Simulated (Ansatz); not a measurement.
Base system: GeO2 (space group P3_121, No. 152).

```
CELL_PARAMETERS angstrom
      4.98872     0.00000     0.00000
     -2.49436     4.32036     0.00000
      0.00000     0.00000     5.67527
ATOMIC_POSITIONS crystal
  Ge 0.45108 0.00000 0.33333
  Ge 0.00000 0.45108 0.66667
  Ge 0.54892 0.54892 0.00000
  O  0.39622 0.30313 0.24343
  O  0.69687 0.09309 0.57676
  O  0.90691 0.60378 0.91010
  O  0.09309 0.69687 0.42324
  O  0.30313 0.39622 0.75657
  O  0.60378 0.90691 0.08990
```

Cartesian axes are those of the cell as printed.

The values are results of plane-wave PAW DFT at the r2SCAN level (Ansatz, a first-principles code, 500 eV), without spin-orbit coupling, not measurements.

Base values:

| Item | Value |
|---|---|
| Electron mass | 0.39 mₑ along c, 0.43 mₑ across (at Γ) |

Now apply this change: uniaxial stress, 3 GPa tension along z, with the cell and atoms free to relax against it.

Task: What happens to the secant Young's modulus along z, electron mass, energy relative to the base and mean lateral Poisson ratio?

Result: The secant Young's modulus along z comes out as 92 GPa; the electron mass goes from 0.39 mₑ along c, 0.43 mₑ across (at Γ) to 0.38 mₑ along z, 0.43 mₑ across (at Γ); the energy rises by 4.2 meV/atom; the mean lateral Poisson ratio comes out as 0.27.

The levels and masses belong to the bands next to the band gap. Load acts through the strain it causes; cell and atoms are relaxed under it. Effective masses come from finite differences of ±0.01 Å⁻¹. Beyond what the load breaks, stability against distortions was not tested.
